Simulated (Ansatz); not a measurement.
# TiC: the cost of one run

Computed with Ansatz 0.2.0 (DFT PBEsol, scalar-relativistic, plane waves, PAW, unless a step's input says otherwise).

4 further runs of the same task are left out: 2 that didn't finish, 2 set aside as unsound or not needed.

## (1) The structure to begin with

The structure is cubic, space group Fm-3m (No. 225). Conventional cell: a = 4.293 Å, b = 4.293 Å, c = 4.293 Å, α = 90.00°, β = 90.00°, γ = 90.00°. Ti (site symmetry m-3m) has 6 C at 2.15 Å as nearest neighbours. C (site symmetry m-3m) is surrounded by 6 Ti at 2.15 Å.

Coordinates:

```
Ti C
1.0
     0.00000    2.14669    2.14669
     2.14669    0.00000    2.14669
     2.14669    2.14669    0.00000
Ti C
1 1
Direct
  0.00000 0.00000 0.00000
  0.50000 0.50000 0.50000
```

This cell was relaxed beforehand with the same method: volume 9.89 Å³/atom, gap on the mesh none (metal).

## (2) Bulk reference on the slab's mesh

Input file input.yaml:

```yaml
crystal:
  lattice:
    - [3.0358717278, 0.0, 0.0]
    - [-1.5179358639, 2.6291420389, 0.0]
    - [1.5179358639, 0.8763806796, 2.4787788859]
  atoms:
    - { symbol: Ti, position: [0.0, 0.0, 0.0] }
    - { symbol: C, position: [0.0, 0.5, 0.5] }
basis:
  ecutwfc: 420
kpoints:
  mp_grid: { grid: [12, 12, 14] }
hamiltonian:
  xc: pbesol
scf:
  occupations: { method: gaussian, width: 0.1 }
output:
  forces: true
  stress: true
  eigenvalues: true
```

Started as:

```sh
$ ansatz run input.yaml --threads 1 --pin off --max-ram 2560MiB --backend cpu --events-out ev --progress --plain --runs-dir out
```

**Question.** How long does this run take on 1 thread of AMD EPYC, shared host, and how much memory does it need?

About 17 s, with a peak of 0.47 GiB.
